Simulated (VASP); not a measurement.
## MnS: equation of state with PBEsol

The system is MnS.

```
Mn S
1.0
     0.00000    2.46330    2.46330
     2.46330    0.00000    2.46330
     2.46330    2.46330    0.00000
Mn S
1 1
Direct
  0.00000 0.00000 0.00000
  0.50000 0.50000 0.50000
```

```yaml
Program: VASP 6.6.1
Task: equation of state
Functional: PBEsol
Potentials_or_basis: VASP PAW PBE potentials, release 64 (Mn_pv, S)
Cutoff: 520 eV
k_mesh: 8 × 8 × 8
Occupations: fermi-dirac, width 0.05 eV
Spin: collinear spin, ferromagnetic start
Starting_moments: "[4.0, 0.0] μB"
Ladder: gaps
Further_INCAR_settings: ALGO = Normal; EDIFF = 1e-06
```

```
Equilibrium volume : 14.96 Å³/atom (rough: see the caveat)
Bulk modulus       : 80 GPa (rough)
```

Energy against volume, from the lowest point:
```
volume (Å³/atom)  energy (meV/atom)
          14.349               7.94
          14.648               1.94
          14.947               0.00
          15.246               1.38
          15.545               4.60
```

All runs of the series together: 3 min on 1 thread of Intel(R) Xeon(R) Platinum 8259CL CPU @ 2.50GHz (Skylake/Cascade Lake) (shared host).

Caveat: the fit is doubtful: noisy points or a state that changes with volume; the PAW data sets were made with another functional, which shifts forces and pressure a little.
